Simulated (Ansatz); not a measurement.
**CsSnI3: computed properties**

All numbers below come from Ansatz 0.2.0, DFT PBEsol, scalar-relativistic, plane waves, PAW.

Cutoff 420 eV; k points 6×6×6 on the computed 5-atom cell (Γ-centred); Gaussian smearing, width 0.01 eV; no spin polarisation.

The structure is relaxed at this level of theory with its symmetry kept.

It takes space group Pm-3m (No. 221, cubic). Conventional cell: a = 6.134 Å, b = 6.134 Å, c = 6.134 Å, α = 90.00°, β = 90.00°, γ = 90.00°. Around Cs (site symmetry m-3m) lie 12 I at 4.34 Å. Around Sn (site symmetry m-3m) lie 6 I at 3.07 Å. I (site symmetry 4/mmm) has 2 Sn at 3.07 Å as nearest neighbours.

```
Volume per atom                                                                                                                             : 46.16 Å³
Formation energy from the elements' standard states (uncorrected)                                                                           : -0.926 eV/atom
Kohn–Sham band gap                                                                                                                          : 0.11 eV, direct at R
Löwdin character of the top 1 eV of the valence band                                                                                        : I 5p 50 %, Sn 5s 26 %, Sn 5p 20 %
Löwdin character of the lowest 1 eV of the conduction band                                                                                  : Sn 5p 73 %, I 5p 13 %, unprojected 6 %
Electron masses at the edge by Cartesian direction of the standard setting (m_e; degenerate bands sorted by energy; no spin-orbit coupling) : x: 0.66, 0.66, 0.017; y: 0.66, 0.66, 0.017; z: 0.66, 0.66, 0.017
Hole masses at the edge by Cartesian direction of the standard setting (m_e; degenerate bands sorted by energy; no spin-orbit coupling)     : x: 0.019; y: 0.019; z: 0.019
Bulk modulus                                                                                                                                : 17.9 GPa
Its pressure derivative                                                                                                                     : 4.1
Bader charges (e)                                                                                                                           : Cs (1 in the cell) 0.86, Sn (1 in the cell) 0.88, I (3 in the cell) -0.58
```

Spin-orbit coupling is left out, which matters for the bands of heavy elements.

Symmetry holds off the tilts and polar distortions that many cubic perovskites undergo.